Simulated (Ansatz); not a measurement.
# Cr: the cost of one run

Method: DFT r2SCAN, scalar-relativistic, plane waves, PAW, in Ansatz 0.2.0.

## (1) The system as given

Symmetry: Pm-3m, No. 221, cubic system. The conventional cell has a = 2.393 Å, b = 2.393 Å, c = 2.393 Å, α = 90.00°, β = 90.00°, γ = 90.00°. Cr (site symmetry m-3m) has 6 Cr at 2.39 Å as nearest neighbours.

Coordinates:

```cif
data_structure
_symmetry_space_group_name_H-M 'Pm-3m'
_symmetry_Int_Tables_number 221
_cell_length_a 2.3928
_cell_length_b 2.3928
_cell_length_c 2.3928
_cell_angle_alpha 90.000
_cell_angle_beta 90.000
_cell_angle_gamma 90.000
_cell_volume 13.70
loop_
_atom_site_label
_atom_site_type_symbol
_atom_site_symmetry_multiplicity
_atom_site_Wyckoff_symbol
_atom_site_fract_x
_atom_site_fract_y
_atom_site_fract_z
_atom_site_occupancy
Cr1 Cr 1 a 0.00000 0.00000 0.00000 1
```

This is candidate A: simple cubic type (Pm-3m, No. 221).

(A quick probe on a coarse mesh, which set the mesh and smearing, is not shown.)

## (3) Coarse relaxation (candidate A)

Contents of input.yaml:

```yaml
crystal:
  lattice:
    - [2.3928153992, 0.0, 0.0]
    - [0.0, 2.3928153992, 0.0]
    - [0.0, 0.0, 2.3928153992]
  atoms:
    - { symbol: Cr, position: [0.0, 0.0, 0.0], spin: -0.11 }
basis:
  ecutwfc: 500
kpoints:
  mp_grid: { grid: [8, 8, 8] }
hamiltonian:
  xc: r2scan
scf:
  occupations: { method: gaussian, width: 0.1 }
  lower_state_search: "off"
output:
  forces: true
  stress: true
  eigenvalues: true
  populations: true
magnetization:
  spin_polarized: true
relax:
  adjacent_minimum: "off"
  f_tol: 0.04
  max_steps: 70
  cell: { stress_tol: 0.4 }
```

What time and memory should one allow on 1 thread of an x86-64 CPU, shared host?

About 14 s, with a peak of 0.36 GiB.
